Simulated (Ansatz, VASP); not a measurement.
**Two plane-wave programs on MgO**

```
Mg O
1.0
     3.43650    0.00000    0.00000
    -1.71825    2.97610    0.00000
     0.00000    0.00000    4.40440
Mg O
2 2
Direct
  0.66667 0.33333 0.75000
  0.33333 0.66667 0.25000
  0.66667 0.33333 0.25000
  0.33333 0.66667 0.75000
```

Alike in both runs: task single point; functional PBEsol; k mesh 9 × 9 × 6; occupations gaussian, width 0.05 eV; no spin polarisation.

|  | VASP | Ansatz |
| --- | --- | --- |
| version | VASP 6.6.1 | Ansatz 0.2.0 |
| potentials or method | VASP PAW PBE potentials, release 64 (Mg, O) | scalar-relativistic, plane waves, PAW |
| plane-wave cutoff (eV) | 520 | 520 |
| valence electrons in the cell | 16 | 32 |

Ansatz gave:

| Property | Result |
| --- | --- |
| gap on the k mesh at the Fermi level (eV) | 3.12 |
| least direct gap on the mesh (eV) | 3.12 |
| pressure (GPa) | -1.2 |
| largest component of the traceless stress (GPa) | 6.28 |

Task: Which values does VASP return?

Result: gap on the k mesh at the Fermi level (eV): 3.11; least direct gap on the mesh (eV): 3.11; pressure (GPa): -1.6; largest component of the traceless stress (GPa): 6.39.

The functional is the same, so the differences come from potentials, cutoffs and numerics. The two sets of potentials don't hold the same shells in valence. Ansatz warned: «pseudo_functional_mismatch».

Caveats: the PAW data sets were made with another functional, which shifts forces and pressure a little (VASP). As with any semilocal functional, this PBEsol gap is likely too small.
